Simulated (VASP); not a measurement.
# HfO2 (P4_2/nmc) in VASP: Born charges and dielectric tensor with LDA

Aim: the Born charges and dielectric tensor of HfO2 with LDA.

Program: VASP 6.6.1. These are calculated values, not measurements. Logs are shortened: lines on timing, memory, paths and dates and some standing lists are left out, and cuts for length are marked.

**1. Starting point**

Symmetry: P4_2/nmc, No. 137, tetragonal system. The conventional cell has a = 3.558 Å, b = 3.558 Å, c = 5.172 Å, α = 90.00°, β = 90.00°, γ = 90.00°. Around Hf (site symmetry -4m2) lie 4 O at 2.05 Å. O (site symmetry 2mm) has 2 Hf at 2.05 Å as nearest neighbours.

Measurements of this composition are mostly on another form, of space group No. 14.

**2. Born charges and dielectric tensor, LDA**

Contents of INCAR:

```
SYSTEM = HfO2
PREC = Accurate
ENCUT = 600
EDIFF = 1E-8
ISMEAR = 0
SIGMA = 0.02
LREAL = .False.
LASPH = .True.
NELM = 60
ALGO = Normal
ISIF = 2
LWAVE = .False.
LCHARG = .False.
LEPSILON = .True.
IBRION = 8
NSW = 1
```

Contents of KPOINTS:

```
Automatic mesh
0
Gamma
  6 6 6
  0 0 0
```

Contents of POSCAR:

```
HfO2
1.0
    3.5580193300      0.0000000000      0.0000000000
    0.0000000000      3.5580193300      0.0000000000
    0.0000000000      0.0000000000      5.1718612100
Hf O
2 4
Direct
    0.5000000000      0.5000000000      0.5000000000
    0.0000000000      0.0000000000      0.0000000000
    0.0000000000      0.5000000000      0.6972078800
    0.5000000000      0.0000000000      0.8027921200
    0.5000000000      0.0000000000      0.3027921200
    0.0000000000      0.5000000000      0.1972078800
```

Potentials or basis: VASP PAW LDA potentials, release 64 (Hf_pv, O).

Launch:

```
> cat potpaw_LDA.64/Hf_pv/POTCAR potpaw_LDA.64/O/POTCAR > POTCAR
> mpirun -np 1 vasp_std > vasp.out
```

OUTCAR:

```text
SYSTEM = HfO2
   PREC = Accurate
   ENCUT = 600
   EDIFF = 1E-8
   ISMEAR = 0
   LREAL = .False.
   LASPH = .True.
   NELM = 60
   ISIF = 2
   LEPSILON = .True.
   IBRION = 8
   NSW = 1

 ion  position               nearest neighbor table
   1  0.500  0.500  0.500-   3 2.05   5 2.05   5 2.05   3 2.05   4 2.37   4 2.37   6 2.37   6 2.37
                             2 3.61   2 3.61   2 3.61   2 3.61   2 3.61   2 3.61   2 3.61   2 3.61
   2  0.000  0.000  0.000-   4 2.05   6 2.05   6 2.05   4 2.05   3 2.37   5 2.37   3 2.37   5 2.37
                             1 3.61   1 3.61   1 3.61   1 3.61   1 3.61   1 3.61   1 3.61   1 3.61
   3  0.000  0.500  0.697-   1 2.05   1 2.05   2 2.37   2 2.37
   4  0.500  0.000  0.803-   2 2.05   2 2.05   1 2.37   1 2.37
   5  0.500  0.000  0.303-   1 2.05   1 2.05   2 2.37   2 2.37
   6  0.000  0.500  0.197-   2 2.05   2 2.05   1 2.37   1 2.37

  LATTYP: Found a simple tetragonal cell.
 ALAT       =     3.5580193300
 C/A-ratio  =     1.4535787275

  Lattice vectors:

 A1 = (   3.5580193300,   0.0000000000,   0.0000000000)
 A2 = (   0.0000000000,   3.5580193300,   0.0000000000)
 A3 = (   0.0000000000,   0.0000000000,   5.1718612100)

Analysis of symmetry for initial positions (statically):
=====================================================================
 Subroutine PRICEL returns:
 Original cell was already a primitive cell.

 Routine SETGRP: Setting up the symmetry group for a
 simple tetragonal supercell.

 Subroutine GETGRP returns: Found 16 space group operations
 (whereof  8 operations were pure point group operations)
 out of a pool of 16 trial point group operations.

The static configuration has the point symmetry D_2d.
 The point group associated with its full space group is D_4h.

Analysis of symmetry for dynamics (positions and initial velocities):
=====================================================================
 Subroutine PRICEL returns:
 Original cell was already a primitive cell.

 Routine SETGRP: Setting up the symmetry group for a
 simple tetragonal supercell.

 Subroutine GETGRP returns: Found 16 space group operations
 (whereof  8 operations were pure point group operations)
 out of a pool of 16 trial point group operations.

The dynamic configuration has the point symmetry D_2d.
 The point group associated with its full space group is D_4h.

 Subroutine INISYM returns: Found 16 space group operations
 (whereof  8 operations are pure point group operations),
 and found     1 'primitive' translations

----------------------------------------------------------------------------------------

                                     Primitive cell

  volume of cell :      65.4732

  direct lattice vectors                    reciprocal lattice vectors
     3.558019330  0.000000000  0.000000000     0.281055247  0.000000000  0.000000000
     0.000000000  3.558019330  0.000000000     0.000000000  0.281055247  0.000000000
     0.000000000  0.000000000  5.171861210     0.000000000  0.000000000  0.193353990

  length of vectors
     3.558019330  3.558019330  5.171861210     0.281055247  0.281055247  0.193353990

  position of ions in fractional coordinates (direct lattice)
     0.500000000  0.500000000  0.500000000
     0.000000000  0.000000000  0.000000000
     0.000000000  0.500000000  0.697207880
[... 916 lines left out ...]
  ---------------------------------------------------
  free energy    TOTEN  =        -0.37085190 eV

  energy without entropy =       -0.37085190

------------------------ aborting loop because EDIFF is reached ----------------------------------------

 INTERNAL STRAIN TENSOR  FOR ION    3  DIRECTION 3   (eV/Angst):
 -----------------------------------------------------------------------------
   -11.47687  0.00000  0.00000
     0.00000  3.57947  0.00000
     0.00000  0.00000 -9.11941

 MACROSCOPIC STATIC DIELECTRIC TENSOR (including local field effects in DFT)
 ------------------------------------------------------
           5.305616     0.000000     0.000000
           0.000000     5.305616     0.000000
          -0.000000     0.000000     4.768997
 ------------------------------------------------------

 PIEZOELECTRIC TENSOR (including local field effects)  for field in x, y, z        (e  Angst)
          XX          YY          ZZ          XY          YZ          ZX
  --------------------------------------------------------------------------------
  x     0.00000     0.00000     0.00000     0.00000     0.00000     0.00000
  y     0.00000    -0.00000     0.00000     0.00000     0.00000     0.00000
  z     0.00000     0.00000     0.00000     0.00000     0.00000     0.00000

 PIEZOELECTRIC TENSOR (including local field effects)  for field in x, y, z        (C/m^2)
          XX          YY          ZZ          XY          YZ          ZX
  --------------------------------------------------------------------------------
  x     0.00000     0.00000     0.00000     0.00000     0.00000     0.00000
  y     0.00000    -0.00000     0.00000     0.00000     0.00000     0.00000
  z     0.00000     0.00000     0.00000     0.00000     0.00000     0.00000

 BORN EFFECTIVE CHARGES (including local field effects) (in |e|, cummulative output)
 ---------------------------------------------------------------------------------
 ion    1
    1     5.52850     0.00000     0.00000
    2     0.00000     5.52850     0.00000
    3     0.00000     0.00000     4.77901
 ion    2
    1     5.52850     0.00000     0.00000
    2     0.00000     5.52850     0.00000
    3     0.00000     0.00000     4.77901
 ion    3
    1    -3.45942     0.00000     0.00000
    2     0.00000    -2.06908     0.00000
    3     0.00000     0.00000    -2.38951
 ion    4
    1    -3.45942     0.00000     0.00000
    2     0.00000    -2.06908     0.00000
    3     0.00000     0.00000    -2.38951
 ion    5
    1    -2.06908     0.00000     0.00000
    2     0.00000    -3.45942     0.00000
    3     0.00000     0.00000    -2.38951
 ion    6
    1    -2.06908     0.00000     0.00000
    2     0.00000    -3.45942     0.00000
    3     0.00000     0.00000    -2.38951

 INTERNAL STRAIN TENSOR FOR ION    6 for displacements in x,y,z  (eV/Angst):
          X           Y           Z          XY          YZ          ZX
  --------------------------------------------------------------------------------
  x     0.00000     0.00000     0.00000     0.00000     0.00000     2.53145
  y     0.00000     0.00000     0.00000     0.00000    -9.84042     0.00000
  z     3.57947   -11.47687    -9.11941     0.00000     0.00000     0.00000

 SECOND DERIVATIVES (NOT SYMMETRIZED)
 ------------------------------------
               1X          1Y          1Z          2X          2Y          2Z          3X          3Y          3Z          4X          4Y          4Z          5X          5Y          5Z          6X          6Y          6Z
  1X   -10.121981    0.000000    0.000000    0.537842    0.000000    0.000000    9.550978    0.000000    0.000000    0.905850    0.000000    0.000000    1.551178    0.000000    0.000000   -2.423868    0.000000    0.000000
  1Y     0.000000  -10.121981    0.000000    0.000000    0.537842    0.000000    0.000000    1.551178    0.000000    0.000000   -2.423868    0.000000    0.000000    9.550978    0.000000    0.000000    0.905850    0.000000
  1Z     0.000000    0.000000  -24.471993    0.000000    0.000000   14.580211    0.000000    0.000000    6.637955    0.000000    0.000000   -1.692063    0.000000    0.000000    6.637955    0.000000    0.000000   -1.692063
  2X     0.537842    0.000000    0.000000  -10.121981    0.000000    0.000000    0.905850    0.000000    0.000000    9.550978    0.000000    0.000000   -2.423868    0.000000    0.000000    1.551178    0.000000    0.000000
  2Y     0.000000    0.537842    0.000000    0.000000  -10.121981    0.000000    0.000000   -2.423868    0.000000    0.000000    1.551178    0.000000    0.000000    0.905850    0.000000    0.000000    9.550978    0.000000
  2Z     0.000000    0.000000   14.580211    0.000000    0.000000  -24.471993    0.000000    0.000000   -1.692063    0.000000    0.000000    6.637955    0.000000    0.000000   -1.692063    0.000000    0.000000    6.637955
  3X     9.557862    0.000000    0.000000    0.904045    0.000000    0.000000  -18.696514    0.000000    0.000000    7.026409    0.000000    0.000000    0.327829    0.000000    0.000000    0.880370    0.000000    0.000000
  3Y     0.000000    1.558397    0.000000    0.000000   -2.428682    0.000000    0.000000   -5.705494    0.000000    0.000000    5.363582    0.000000    0.000000    0.326383    0.000000    0.000000    0.885813    0.000000
  3Z     0.000000    0.000000    6.635247    0.000000    0.000000   -1.692028    0.000000    0.000000  -13.695597    0.000000    0.000000   -1.022324    0.000000    0.000000    1.366956    0.000000    0.000000    8.407747
  4X     0.904045    0.000000    0.000000    9.557862    0.000000    0.000000    7.026409    0.000000    0.000000  -18.696514    0.000000    0.000000    0.880370    0.000000    0.000000    0.327829    0.000000    0.000000
  4Y     0.000000   -2.428682    0.000000    0.000000    1.558397    0.000000    0.000000    5.363582    0.000000    0.000000   -5.705494    0.000000    0.000000    0.885813    0.000000    0.000000    0.326383    0.000000
  4Z     0.000000    0.000000   -1.692028    0.000000    0.000000    6.635247    0.000000    0.000000   -1.022324    0.000000    0.000000  -13.695597    0.000000    0.000000    8.407747    0.000000    0.000000    1.366956
  5X     1.558397    0.000000    0.000000   -2.428682    0.000000    0.000000    0.326383    0.000000    0.000000    0.885813    0.000000    0.000000   -5.705494    0.000000    0.000000    5.363582    0.000000    0.000000
  5Y     0.000000    9.557862    0.000000    0.000000    0.904045    0.000000    0.000000    0.327829    0.000000    0.000000    0.880370    0.000000    0.000000  -18.696514    0.000000    0.000000    7.026409    0.000000
  5Z     0.000000    0.000000    6.635247    0.000000    0.000000   -1.692028    0.000000    0.000000    1.366956    0.000000    0.000000    8.407747    0.000000    0.000000  -13.695597    0.000000    0.000000   -1.022324
  6X    -2.428682    0.000000    0.000000    1.558397    0.000000    0.000000    0.885813    0.000000    0.000000    0.326383    0.000000    0.000000    5.363582    0.000000    0.000000   -5.705494    0.000000    0.000000
  6Y     0.000000    0.904045    0.000000    0.000000    9.557862    0.000000    0.000000    0.880370    0.000000    0.000000    0.327829    0.000000    0.000000    7.026409    0.000000    0.000000  -18.696514    0.000000
  6Z     0.000000    0.000000   -1.692028    0.000000    0.000000    6.635247    0.000000    0.000000    8.407747    0.000000    0.000000    1.366956    0.000000    0.000000   -1.022324    0.000000    0.000000  -13.695597

 Eigenvectors and eigenvalues of the dynamical matrix
 ----------------------------------------------------

   1 f  =   19.936841 THz   125.266868 2PiTHz  665.021442 cm-1    82.452113 meV
             X         Y         Z           dx          dy          dz
      1.779010  1.779010  2.585931    -0.016440   -0.072253   -0.000000
      0.000000  0.000000  0.000000     0.016440    0.072253   -0.000000
      0.000000  1.779010  3.605862     0.155856    0.031230   -0.000000
      1.779010  0.000000  4.151929    -0.155856   -0.031230    0.000000
      1.779010  0.000000  1.565999     0.007106    0.684976    0.000000
      0.000000  1.779010  1.019932    -0.007106   -0.684976   -0.000000
[... 145 lines left out ...]
  18 f/i=    0.007556 THz     0.047479 2PiTHz    0.252057 cm-1     0.031251 meV
             X         Y         Z           dx          dy          dz
      1.779010  1.779010  2.585931     0.370433    0.536504   -0.000000
      0.000000  0.000000  0.000000     0.370433    0.536504   -0.000000
      0.000000  1.779010  3.605862     0.110729    0.158209   -0.000000
      1.779010  0.000000  4.151929     0.110729    0.158209   -0.000000
      1.779010  0.000000  1.565999     0.109236    0.160371   -0.000000
      0.000000  1.779010  1.019932     0.109236    0.160371   -0.000000

--------------------------------------------------------------------------------------------------------

 MACROSCOPIC STATIC DIELECTRIC TENSOR IONIC CONTRIBUTION
 ------------------------------------------------------
         157.939269     0.000000    -0.000000
           0.000000   157.939269     0.000000
          -0.000000     0.000000    12.764766
 ------------------------------------------------------

 ELASTIC MODULI CONTR FROM IONIC RELAXATION (kBar)
 Direction    XX          YY          ZZ          XY          YZ          ZX
 --------------------------------------------------------------------------------
 XX        -835.8746    293.9413   -625.7898      0.0000     -0.0000      0.0000
 YY         293.9413   -835.8746   -625.7898      0.0000     -0.0000     -0.0000
 ZZ        -625.7898   -625.7898  -1445.2438      0.0000     -0.0000     -0.0000
 XY           0.0000      0.0000      0.0000      0.0000      0.0000      0.0000
 YZ          -0.0000     -0.0000     -0.0000      0.0000   -766.1884     -0.0000
 ZX           0.0000     -0.0000     -0.0000      0.0000     -0.0000   -786.1573
 --------------------------------------------------------------------------------

 PIEZOELECTRIC TENSOR IONIC CONTR  for field in x, y, z        (C/m^2)
          XX          YY          ZZ          XY          YZ          ZX
  --------------------------------------------------------------------------------
  x    -0.00000     0.00000    -0.00000     0.00000     0.00000    -0.00000
  y     0.00000    -0.00000    -0.00000     0.00000     0.00000    -0.00000
  z    -0.00000    -0.00000    -0.00000     0.00000    -0.00000    -0.00000
```

Run time: 14 min. Hardware: 1 thread of Intel Xeon 6975P-C (Granite Rapids), shared host; peak memory 0.51 GiB.

Results:

```
Band gap on the k mesh                                  : 4.55 eV, indirect (least direct gap 4.63 eV)
Electronic dielectric tensor (diagonal)                 : 5.31, 5.31, 4.77
Born charges (mean of the diagonal)                     : Hf +5.28; O -2.64 e
Highest phonon frequency at Γ, LO-TO splitting left out : 665 cm⁻¹
```

Levels at points of the mesh, in eV from the valence-band top:
```
           k point  band 20  band 21  band 22  band 23  band 24  band 25
(0.00, 0.00, 0.00)    -0.12    -0.08    -0.08     4.55     4.57     5.86
(0.50, 0.00, 0.00)    -1.44    -0.13    -0.13     4.98     4.98     6.03
(0.50, 0.50, 0.00)    -0.81    -0.56    -0.56     5.64     5.64     6.00
(0.00, 0.00, 0.50)    -0.61     0.00     0.00     5.24     5.24     5.56
(0.50, 0.00, 0.50)    -1.40    -0.96    -0.96     5.11     5.11     5.49
(0.50, 0.50, 0.50)    -1.44    -0.05    -0.05     5.84     5.84     6.19
```

Phonon frequencies in cm⁻¹ (negative: imaginary):
| q point | frequencies |
| --- | --- |
| (0.000, 0.000, 0.000) | 0 0 0 63 63 98 98 217 309 315 436 436 463 463 590 645 665 665 |

Electronic dielectric tensor:
```
5.31 0.00 0.00
0.00 5.31 0.00
0.00 0.00 4.77
```

Born effective charge tensors (e):
atom 1, Hf
```
5.53 0.00 0.00
0.00 5.53 0.00
0.00 0.00 4.78
```
atom 2, Hf
```
5.53 0.00 0.00
0.00 5.53 0.00
0.00 0.00 4.78
```
atom 3, O
```
-3.46  0.00  0.00
 0.00 -2.07  0.00
 0.00  0.00 -2.39
```
atom 4, O
```
-3.46  0.00  0.00
 0.00 -2.07  0.00
 0.00  0.00 -2.39
```
atom 5, O
```
-2.07  0.00  0.00
 0.00 -3.46  0.00
 0.00  0.00 -2.39
```
atom 6, O
```
-2.07  0.00  0.00
 0.00 -3.46  0.00
 0.00  0.00 -2.39
```

Caveat: spin-orbit coupling is left out, which moves the levels of the heavy elements.
